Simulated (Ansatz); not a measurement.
TiO2 (Anatase):

```
Ti O
1.0
    -1.89210    1.89210    4.75730
     1.89210   -1.89210    4.75730
     1.89210    1.89210   -4.75730
Ti O
2 4
Direct
  0.75000 0.25000 0.50000
  0.00000 0.00000 0.00000
  0.79190 0.79190 0.00000
  0.54190 0.04190 0.50000
  0.95810 0.45810 0.50000
  0.20810 0.20810 0.00000
```

Base run:

| Item | Value |
| --- | --- |
| Program | Ansatz 0.2.0 |
| Functional | PBE |
| Potentials or basis | Ansatz PAW |
| Cutoff | 420 eV |
| Density cutoff | 1680 eV |
| k mesh | 10 × 10 × 10 |
| Occupations | fermi-dirac, width 0.05 eV |
| Spin | no spin polarisation |

Its results: band gap on the k mesh 2.14 eV, indirect (least direct gap 2.46 eV); pressure 5.2 GPa; largest force 0.102 eV/Å.

Question: After a change of settings the same cell gave: band gap on the k mesh 2.17 eV, indirect (least direct gap 2.49 eV); pressure 8.6 GPa; largest force 0.151 eV/Å. Which change was it?
A. k mesh from 10 × 10 × 10 to 7 × 7 × 7
B. functional from PBE to revPBE
C. functional from PBE to PBEsol; hubbard terms from none to Ti d U = 6 eV; hubbard projectors from none to ortho-atomic (the default)
D. hubbard terms from none to Ti d U = 2 eV; hubbard projectors from none to ortho-atomic (the default)

Answer: B.

revPBE binds less tightly than PBE, so the same cell stands under more pressure.

Caveats: the density of states is complete only up to the lowest level of the last band computed (some runs); the potentials were made for another functional, which shifts forces and pressure (some runs); the PAW data sets come from PBE, with cores solved anew for the run's functional, which leaves a small shift of forces and pressure (some runs).

Not every run made on this cell is shown here.
